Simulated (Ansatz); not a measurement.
An input for Ansatz 0.2.0 (MgO (Fm-3m)):

```yaml
crystal:
  lattice:
    - [0.0, 2.0970013927, 2.0970013927]
    - [2.0970013927, 0.0, 2.0970013927]
    - [2.0970013927, 2.0970013927, 0.0]
  atoms:
    - { symbol: Mg, position: [0.0, 0.0, 0.0] }
    - { symbol: O, position: [0.5, 0.5, 0.5] }
kpoints:
  mp_grid: { grid: [8, 8, 8] }
hamiltonian:
  xc: pbe
  pseudopotentials: { kind: paw, azcp: { folder: soft_1 } }
scf:
  occupations: { method: fixed }
gw:
  n_empty_bands: 217
  ecut_chi: 100
  qp_bands: [v2, c2]
  qp_kpoints: band_edges
  screening: { model: contour_deformation }
```

```sh
ansatz run input.yaml --threads 2 --pin off --max-ram 73728MiB --backend cuda --events-out ev --progress --plain --runs-dir out --devices 1 --max-vram 13GiB
```

Question: How long will it take on 1 × NVIDIA H100 80GB HBM3 (shared by 6 runs) with 2 threads of AMD EPYC 7R13 (Zen 3), shared host, and how much memory?

It took 15 s; on shared hardware allow 7.6 s to 30 s. Peak host memory was 1.1 GiB. The sizes that set the cost: 339 plane waves a state, 29 irreducible k points, 225 bands summed, 51 plane waves in the screening and 6 SCF cycles.

The screening grows as filled bands × empty bands × pairs of k points, times the square of the screening basis for the matrix.

[Paths, hosts, dates, memory and timing lines, banners, echoed tables and standing remarks are left out of the program output.]

[Logs are printed without paths, hosts, clocks, repeated set-up lines and the standing remarks that a program may print on its own settings, such as how far it seeks lower states.]

[Runs of the session that timed out or met a known fault of the program may be left out.]

[Cells called generated may have been cut or substituted from an entry of the Crystallography Open Database or the Materials Project.]

[Hosts, paths, dates, database ids (printed as entryN), source tags and the programs' standing remarks are cut or masked in the printed files.]
